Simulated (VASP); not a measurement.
The system is TePb.

```xyz
2
Lattice="0.0000 3.2310 3.2310 3.2310 0.0000 3.2310 3.2310 3.2310 0.0000" Properties=species:S:1:pos:R:3 pbc="T T T"
Pb    0.0000    0.0000    0.0000
Te    3.2310    3.2310    3.2310
```

```yaml
Program: VASP 6.6.1
Task: relaxation of cell and atoms
Functional: r2SCAN
Potentials_or_basis: VASP PAW PBE potentials, release 64 (Pb_d, Te)
Cutoff: 600 eV
k_mesh: 7 × 7 × 7
Occupations: fermi-dirac, width 0.05 eV
Spin: no spin polarisation
```

At the start: pressure 1.6 GPa; volume 33.73 Å³/atom.

Question: Where does the relaxation end?

Answer: Over 3 steps the energy falls by 5.4 meV/atom and the volume is 34.88 Å³/atom (+3.4 %); space group Fm-3m (No. 225, to 0.05 Å).

The path:
```tsv
step	energy change (eV)	largest force (eV/Å)	pressure (GPa)	volume (Å³)
1	0.0000	0.0000	1.55	67.46
2	-0.0091	0.0000	-0.55	70.71
3	-0.0108	0.0000	0.01	69.76
```

Final structure:
```
Pb Te
1.0
     0.00000    3.26732    3.26732
     3.26732    0.00000    3.26732
     3.26732    3.26732    0.00000
Pb Te
1 1
Direct
  0.00000 0.00000 0.00000
  0.50000 0.50000 0.50000
```

Caveat: the PAW data sets were made with another functional, which shifts forces and pressure a little.
